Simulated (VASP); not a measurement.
# Si2Mo (I4/mmm) in VASP: notebook

The runs below take Si2Mo through relaxation of cell and atoms, with PBE.

All numbers are computed with VASP 6.6.1; they aren't measurements. Logs are shortened: lines on timing, memory, paths and dates and some standing lists are left out, and cuts for length are marked.

### 1 The structure

Symmetry: I4/mmm, No. 139, tetragonal system. The conventional cell has a = 3.200 Å, b = 3.200 Å, c = 7.861 Å, α = 90.00°, β = 90.00°, γ = 90.00°. Si (site symmetry 4mm) has 5 Si at 2.61 to 2.63 Å and 5 Mo at 2.62 Å as nearest neighbours. Mo (site symmetry 4/mmm) has 10 Si at 2.62 Å as nearest neighbours.

### 2 Relaxation of cell and atoms, PBE

INCAR

```
PREC     = Accurate       # precision mode
ENCUT    = 520            # plane-wave cutoff, eV
EDIFF    = 1E-7           # SCF threshold, eV
ISMEAR   = 0              # smearing method
SIGMA    = 0.1            # smearing width, eV
LREAL    = F              # projectors in reciprocal space
LASPH    = T              # aspherical terms in the spheres
NELM     = 80             # most SCF steps
ALGO     = Normal         # electronic algorithm
ISIF     = 3              # what is computed and relaxed
LWAVE    = F              # write WAVECAR
LCHARG   = F              # write CHGCAR
GGA      = PE             # functional
IBRION   = 2              # ionic algorithm
NSW      = 80             # ionic steps
EDIFFG   = -0.002         # ionic threshold
```

KPOINTS

```
regular mesh
0
Gamma
  6 6 6
```

POSCAR

```
Si2Mo
1.0
   -1.6000000000      1.6000000000      3.9305000000
    1.6000000000     -1.6000000000      3.9305000000
    1.6000000000      1.6000000000     -3.9305000000
Si Mo
2 1
Direct
    0.3330000000      0.3330000000      0.0000000000
    0.6670000000      0.6670000000      0.0000000000
    0.0000000000      0.0000000000      0.0000000000
```

Potentials or basis: VASP PAW PBE potentials, release 64 (Si, Mo_sv).

The run is started by

```bash
$ cat potpaw_PBE.64/Si/POTCAR potpaw_PBE.64/Mo_sv/POTCAR > POTCAR
$ mpirun -np 1 vasp_std > vasp.out
```

OUTCAR:

```text
PREC = Accurate
   ENCUT = 520
   EDIFF = 1E-7
   ISMEAR = 0
   LREAL = F
   LASPH = T
   NELM = 80
   ISIF = 3
   GGA = PE
   IBRION = 2
   NSW = 80
   EDIFFG = -0.002

 ion  position               nearest neighbor table
   1  0.333  0.333  0.000-   2 2.61   2 2.61   2 2.61   2 2.61   3 2.62   3 2.62   3 2.62   3 2.62
                             3 2.62   2 2.63
   2  0.667  0.667  0.000-   1 2.61   1 2.61   1 2.61   1 2.61   3 2.62   3 2.62   3 2.62   3 2.62
                             3 2.62   1 2.63
   3  0.000  0.000  0.000-   2 2.62   1 2.62   2 2.62   1 2.62   2 2.62   1 2.62   1 2.62   2 2.62
                             1 2.62   2 2.62

  LATTYP: Found a body centered tetragonal cell.
 ALAT       =     3.2000000000
 C/A-ratio  =     2.4565625000

  Lattice vectors:

 A1 = (  -1.6000000000,   1.6000000000,   3.9305000000)
 A2 = (   1.6000000000,  -1.6000000000,   3.9305000000)
 A3 = (   1.6000000000,   1.6000000000,  -3.9305000000)

Analysis of symmetry for initial positions (statically):
=====================================================================
 Subroutine PRICEL returns:
 Original cell was already a primitive cell.

 Routine SETGRP: Setting up the symmetry group for a
 body centered tetragonal supercell.

 Subroutine GETGRP returns: Found 16 space group operations
 (whereof 16 operations were pure point group operations)
 out of a pool of 16 trial point group operations.

The static configuration has the point symmetry D_4h.

Analysis of symmetry for dynamics (positions and initial velocities):
=====================================================================
 Subroutine PRICEL returns:
 Original cell was already a primitive cell.

 Routine SETGRP: Setting up the symmetry group for a
 body centered tetragonal supercell.

 Subroutine GETGRP returns: Found 16 space group operations
 (whereof 16 operations were pure point group operations)
 out of a pool of 16 trial point group operations.

The dynamic configuration has the point symmetry D_4h.

 Subroutine INISYM returns: Found 16 space group operations
 (whereof 16 operations are pure point group operations),
 and found     1 'primitive' translations

----------------------------------------------------------------------------------------

                                     Primitive cell

  volume of cell :      40.2483

  direct lattice vectors                    reciprocal lattice vectors
    -1.600000000  1.600000000  3.930500000     0.000000000  0.312500000  0.127210279
[... 108 lines left out ...]
     AMIX_MAG =   1.60;   BMIX_MAG =  1.00
  volume/ion in A,a.u.               =      13.42        90.54
  Fermi-wavevector in a.u.,A,eV,Ry     =   1.338546  2.529484 24.377614  1.791704
  Thomas-Fermi vector in A             =   2.467007
   LORBIT       =      0    0 simple, 1 ext, 2 COOP (PROOUT), +10 PAW based schemes
   GGA     = PE    functional components
   LHFCALC =     F    Hartree Fock is set to
   AEXX    =    0.0000 exact exchange contribution
   IVDW    =     0    specifies the selected vdW correction
   LEPSILON=     F    determine dielectric tensor
   LRPA    =     F    only Hartree local field effects (RPA)
 conjugate gradient relaxation of ions
 non-spin polarized calculation
 Gauss-broadening in eV      SIGMA  =   0.10
  energy-cutoff  :      520.00
  volume of cell :       40.25
 maximum number of plane-waves:      1112
 NGX is ok and might be reduce to    36
   NGX = 17   NGY = 17   NGZ = 17

--------------------------------------- Ionic step        1  -------------------------------------------

 number of electron      22.0000000 magnetization

 Free energy of the ion-electron system (eV)
  ---------------------------------------------------
  ext. energy  EPLUGINS =         0.00000000
  ---------------------------------------------------
  free energy    TOTEN  =       -23.26007440 eV

  energy without entropy =      -23.25993245  energy(sigma->0) =      -23.26000342

------------------------ aborting loop because EDIFF is reached ----------------------------------------

  FORCE on cell =-STRESS in cart. coord.  units (eV):
  Direction    XX          YY          ZZ          XY          YZ          ZX
  --------------------------------------------------------------------------------------
  -------------------------------------------------------------------------------------
  Total        0.6789342      0.6789342      0.3758100      0.0000000      0.0000000      0.0000000
  in kB       27.0265440     27.0265440     14.9599830      0.0000000      0.0000000      0.0000000
  external PRESSURE =      23.0043570 kB  Pullay stress =       0.0000000 kB
[... 209 lines left out ...]
--------------------------------------- Ionic step        7  -------------------------------------------

 number of electron      22.0000000 magnetization

 Free energy of the ion-electron system (eV)
  ---------------------------------------------------
  ext. energy  EPLUGINS =         0.00000000
  ---------------------------------------------------
  free energy    TOTEN  =       -23.26758468 eV

  energy without entropy =      -23.26734388  energy(sigma->0) =      -23.26746428

 E-fermi :  12.0994     XC(G=0): -12.3690

 val. band max:       11.9508175410   @ k =   0.5000   0.5000   0.3333
 cond. band min:      12.2670531941   @ k =  -0.3333   0.5000   0.3333
 fundamental gap:      0.3162356532
 Fermi energy:        12.0994419564

 k-point     1 :       0.0000    0.0000    0.0000
  band No.  band energies     occupation
      1     -48.6710      2.00000
      2     -22.8156      2.00000
      3     -22.7428      2.00000
      4     -22.7428      2.00000
      5      -1.2525      2.00000
      6       5.7691      2.00000
      7       8.6448      2.00000
      8       9.0858      2.00000
      9       9.4814      2.00000
     10       9.4814      2.00000
     11      12.4313      0.00000
     12      15.1350      0.00000
     13      15.3090      0.00000
     14      15.5552      0.00000
[... 401 lines left out ...]
      2     -22.8201      2.00000
      3     -22.8043      2.00000
      4     -22.7377      2.00000
      5      -0.2214      2.00000
      6       4.2019      2.00000
      7       8.0109      2.00000
      8       9.4348      2.00000
      9       9.9175      2.00000
     10      10.1437      2.00000
     11      11.4914      2.00000
     12      13.2471      0.00000
     13      14.5795      0.00000
     14      14.7197      0.00000
     15      16.4808      0.00000

 [... further k-points ...]
[... 5 lines left out ...]
  --------------------------------------------------------------------------------------
  -------------------------------------------------------------------------------------
  Total        0.0004677      0.0004677      0.0009325      0.0000000      0.0000000      0.0000000
  in kB        0.0183914      0.0183914      0.0366720      0.0000000      0.0000000      0.0000000
  external PRESSURE =       0.0244849 kB  Pullay stress =       0.0000000 kB
[... 18 lines left out ...]
  FREE ENERGIE OF THE ION-ELECTRON SYSTEM (eV)
  ---------------------------------------------------
  free  energy   TOTEN  =       -23.2675846841 eV

  energy  without entropy=      -23.2673438815  energy(sigma->0) =      -23.26746428

 reached required accuracy - stopping structural energy minimisation
```

CONTCAR:

```text
Si2Mo
   1.00000000000000
    -1.6083891795956864    1.6083891795956864    3.9372184820561227
     1.6083891795956864   -1.6083891795956864    3.9372184820561227
     1.6083891795956864    1.6083891795956864   -3.9372184820561227
  Si              Mo
     2     1
Direct
     0.3348252244904361    0.3348252244904361    0.0000000000000000
     0.6651747755095638    0.6651747755095638    0.0000000000000000
     0.0000000000000000    0.0000000000000000    0.0000000000000000

  0.00000000E+00  0.00000000E+00  0.00000000E+00
  0.00000000E+00  0.00000000E+00  0.00000000E+00
  0.00000000E+00  0.00000000E+00  0.00000000E+00
```

Wall time 69 s (1 thread of Intel Xeon 6975P-C (Granite Rapids), shared host); peak memory 0.21 GiB.

Results:

```
Free energy                            : -23.2676 eV
Relaxed volume                         : 13.58 Å³/atom
Relaxed cell                           : a = 4.547 Å, b = 4.547 Å, c = 4.547 Å, α = 138.57°, β = 138.57°, γ = 60.03°
Space group after relaxing (to 0.05 Å) : I4/mmm (No. 139)
Energy gained by relaxing              : 2.5 meV/atom
Ionic steps                            : 7
Pressure after relaxing                : 0.0 GPa
Band gap on the k mesh                 : none (metal or under the smearing width)
```

The path:
```csv
step,energy change (eV),largest force (eV/Å),pressure (GPa),volume (Å³)
1,0.0000,0.2576,2.30,40.25
2,-0.0010,0.0691,-3.13,41.38
3,-0.0060,0.1565,-0.62,40.83
4,-0.0074,0.0184,0.15,40.72
5,-0.0074,0.0134,0.01,40.74
6,-0.0075,0.0036,0.00,40.74
7,-0.0075,0.0002,0.00,40.74
```

Final structure:
```
Si Mo
1.0
    -1.60839    1.60839    3.93722
     1.60839   -1.60839    3.93722
     1.60839    1.60839   -3.93722
Si Mo
2 1
Direct
  0.33483 0.33483 0.00000
  0.66517 0.66517 0.00000
  0.00000 0.00000 0.00000
```

Caveat: the k mesh is coarse (spacing up to 0.46 Å⁻¹), so the values aren't converged.

### 3 Relaxation of cell and atoms, PBE

This run uses another cell than the first one, of 13.58 Å³/atom, 1.012 times its volume.

INCAR is that of step 2.

KPOINTS is that of step 2.

POSCAR

```
Si2Mo                                   
1.0
   -1.6083891796      1.6083891796      3.9372184821
    1.6083891796     -1.6083891796      3.9372184821
    1.6083891796      1.6083891796     -3.9372184821
  Si              Mo            
     2     1
Direct
     0.3348252244904361    0.3348252244904361    0.0000000000000000
     0.6651747755095638    0.6651747755095638    0.0000000000000000
     0.0000000000000000    0.0000000000000000    0.0000000000000000
```

Potentials or basis: VASP PAW PBE potentials, release 64 (Si, Mo_sv).

The run is started by

```bash
$ cat potpaw_PBE.64/Si/POTCAR potpaw_PBE.64/Mo_sv/POTCAR > POTCAR
$ mpirun -np 1 vasp_std > vasp.out
```

Wall time 16 s (1 thread of Intel Xeon 6975P-C (Granite Rapids), shared host); peak memory 0.2 GiB.

The run converged. Its results:

```
Free energy             : -23.2677 eV
Pressure after relaxing : 0.0 GPa
Band gap on the k mesh  : none (metal or under the smearing width)
```

Final structure:
```
CELL_PARAMETERS angstrom
-1.60839 1.60839 3.93722
1.60839 -1.60839 3.93722
1.60839 1.60839 -3.93722
ATOMIC_POSITIONS crystal
Si 0.33483 0.33483 0.00000
Si 0.66517 0.66517 0.00000
Mo 0.00000 0.00000 0.00000
```

Levels at points of the mesh, in eV from the Fermi level:
```
           k point  band 9  band 10  band 11  band 12  band 13  band 14
(0.00, 0.00, 0.00)   -2.62    -2.62     0.33     3.04     3.21     3.46
(0.50, 0.00, 0.00)   -2.57    -2.56    -0.52     2.18     3.04     3.93
(0.50, 0.50, 0.00)   -4.42    -3.03    -1.23     2.23     2.64     3.05
(0.50, 0.50, 0.50)   -0.60    -0.60    -0.52    -0.52     0.46     4.65
```

Caveat: the k mesh is coarse (spacing up to 0.46 Å⁻¹), so the values aren't converged; the relaxation stopped at its first step, so nothing moved.
